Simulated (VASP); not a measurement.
# SiGe (strained wurtzite): one r²SCAN single-point calculation in two programs

```
Ge Si
1.0
     4.02715    0.00000    0.00000
    -2.01357    3.48761    0.00000
     0.00000    0.00000    6.44781
Ge Si
2 2
Direct
  0.33333 0.66667 0.99872
  0.66667 0.33333 0.49872
  0.33333 0.66667 0.37628
  0.66667 0.33333 0.87628
```

Datasets and cutoffs are each program's own. VASP's cell holds 36 valence electrons and Ansatz's 36. Ansatz's stress includes a Pulay correction; VASP's doesn't.

Cutoffs: 520 eV in VASP, 500 eV in Ansatz. k meshes: 12×12×4 and 12×12×4.

|  | VASP | Ansatz |
| --- | --- | --- |
| gap between bands v and c | 0.26 eV | 0.27 eV |
| least direct gap | 0.26 eV | 0.27 eV |
| pressure | -4.4 GPa | -4.4 GPa |

Band v is the last that the valence electrons fill when counted band by band, and c is the next. Levels in eV from the top of v, Ansatz:

| point | v−1 | v | c | c+1 |
| --- | --- | --- | --- | --- |
| Γ | 0.00 | 0.00 | 0.27 | 1.53 |
| M | -2.80 | -1.45 | 0.62 | 2.27 |
| K | -3.47 | -3.11 | 1.59 | 5.08 |
| A | -1.03 | -1.03 | 1.13 | 1.13 |
| L | -2.36 | -2.36 | 0.98 | 0.98 |
| H | -1.90 | -1.90 | 1.84 | 1.84 |

VASP:

| point | v−1 | v | c | c+1 |
| --- | --- | --- | --- | --- |
| Γ | 0.00 | 0.00 | 0.26 | 1.51 |
| M | -2.79 | -1.45 | 0.62 | 2.26 |
| K | -3.47 | -3.11 | 1.59 | 5.07 |
| A | -1.03 | -1.03 | 1.12 | 1.12 |
| L | -2.36 | -2.36 | 0.98 | 0.98 |
| H | -1.90 | -1.90 | 1.84 | 1.84 |
